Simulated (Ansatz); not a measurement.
A crystal relaxed with r2SCAN in the PAW code Ansatz has space group Fm-3m (No. 225) and a = 6.459 Å.

```
atom  site       x       y       z
  Xx    4a  0.0000  0.0000  0.0000
   I    4b  0.5000  0.0000  0.0000
```

The r2SCAN gap is direct at Γ: 4.45 eV. The HSE06 gap is direct at Γ: 4.69 eV. With PBE the gap is 3.66 eV and direct, at Γ. Meshes: r2SCAN 8×8×8, HSE06 6×6×6, PBE 8×8×8. r2SCAN's ε∞ is 3.2 in all directions.

Question: Which element is Xx?
A. Li
B. Cs
C. K
D. Na

Answer: D. Xx is Na: a 2-atom cell of NaI started from a crystallographic database. Na is surrounded by 6 I at 3.23 Å; I is surrounded by 6 Na at 3.23 Å.

No spin polarisation and no zero-point or thermal motion.

Spin-orbit coupling is left out, which matters wherever the heavy atoms make up the band edges.
